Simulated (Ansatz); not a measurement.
# InAs: the cost of one run

Computed with Ansatz 0.2.0 (DFT PBE, scalar-relativistic, plane waves, PAW, unless a step's input says otherwise).

The COD entry's cell or inner coordinates are ideal or old and differ from later refinements, so a difference from it is no clean test against experiment.

1 further run of the same task is left out (set aside as unsound or not needed).

## Step 1: Starting point

Symmetry: F-43m, No. 216, cubic system. The conventional cell has a = 6.186 Å, b = 6.186 Å, c = 6.186 Å, α = 90.00°, β = 90.00°, γ = 90.00°. In (site symmetry -43m) has 4 As at 2.68 Å as nearest neighbours. As (site symmetry -43m) has 4 In at 2.68 Å as nearest neighbours.

Structure file:

```xyz
2
Lattice="0.0000 3.0932 3.0932 3.0932 0.0000 3.0932 3.0932 3.0932 0.0000" Properties=species:S:1:pos:R:3 pbc="T T T"
In    0.0000    0.0000    0.0000
As    1.5466    1.5466    1.5466
```

It is the result of an earlier relaxation at this level (volume 29.59 Å³/atom; gap on the mesh: none (metal)).

## Step 2: Bands, states and charges

The input, input.yaml:

```yaml
crystal:
  lattice:
    - [0.0, 3.0931634693, 3.0931634693]
    - [3.0931634693, 0.0, 3.0931634693]
    - [3.0931634693, 3.0931634693, 0.0]
  atoms:
    - { symbol: In, position: [0.0, 0.0, 0.0] }
    - { symbol: As, position: [0.25, 0.25, 0.25] }
basis:
  ecutwfc: 420
kpoints:
  mp_grid: { grid: [12, 12, 12] }
  band_path:
    path:
      - [[0.0, 0.0, 0.0], [-0.5, -0.5, 0.0], [-0.375, -0.375, 0.25]]
      - [[-0.375, 0.0, 0.375], [0.0, 0.0, 0.0], [0.0, 0.0, 0.5], [-0.5, -0.25, 0.25], [-0.5, -0.5, 0.0]]
    npoints: 14
hamiltonian:
  xc: pbe
scf:
  occupations: { method: gaussian, width: 0.1 }
  n_extra_bands: 6
output:
  forces: true
  stress: true
  eigenvalues: true
  populations: true
  dos: { projected: true, de: 0.02, nscf_kmesh: { grid: [18, 18, 18] } }
  bader: true
```

Run with:

```console
$ ansatz run input.yaml --threads 1 --pin off --max-ram 2560MiB --backend cpu --events-out ev --progress --plain --runs-dir out
```

**Question.** How long does this run take on 1 thread of Intel Xeon Platinum 8375C at 2.90GHz (Ice Lake), shared host, and how much memory does it need?

About 37 s, with a peak of 0.47 GiB.
